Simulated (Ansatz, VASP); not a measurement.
# Two plane-wave programs on Sc2Al

```xyz
3
Lattice="-2.1545 2.1545 3.5336 2.1545 -2.1545 3.5336 2.1545 2.1545 -3.5336" Properties=species:S:1:pos:R:3 pbc="T T T"
Sc    0.0000    0.0000    4.1908
Sc    0.0000    0.0000    2.8763
Al    0.0000    0.0000    0.0000
```

Alike in both runs: task single point; functional r2SCAN; k mesh 6 × 6 × 6; occupations gaussian, width 0.1 eV; no spin polarisation.

|  | VASP | Ansatz |
| --- | --- | --- |
| version | VASP 6.6.1 | Ansatz 0.2.0 |
| potentials or method | VASP PAW PBE potentials, release 64 (Sc_sv, Al) | scalar-relativistic, plane waves, PAW |
| plane-wave cutoff (eV) | 520 | 500 |
| valence electrons in the cell | 25 | 25 |

```tsv
	VASP	Ansatz	Ansatz less VASP
gap on the k mesh at the Fermi level (eV)	none	none	-
rms of the force components (eV/Å)	69.872	63.862	-6.0105
```

Atom by atom the forces differ by 6.011 eV/Å (rms over components). A gap of «none» marks a metal or a gap that the smearing closes. With one functional, cell and mesh, what is left measures potentials, basis and numerics.

Caveats: the PAW data sets were made with another functional, which shifts forces and pressure a little (VASP).
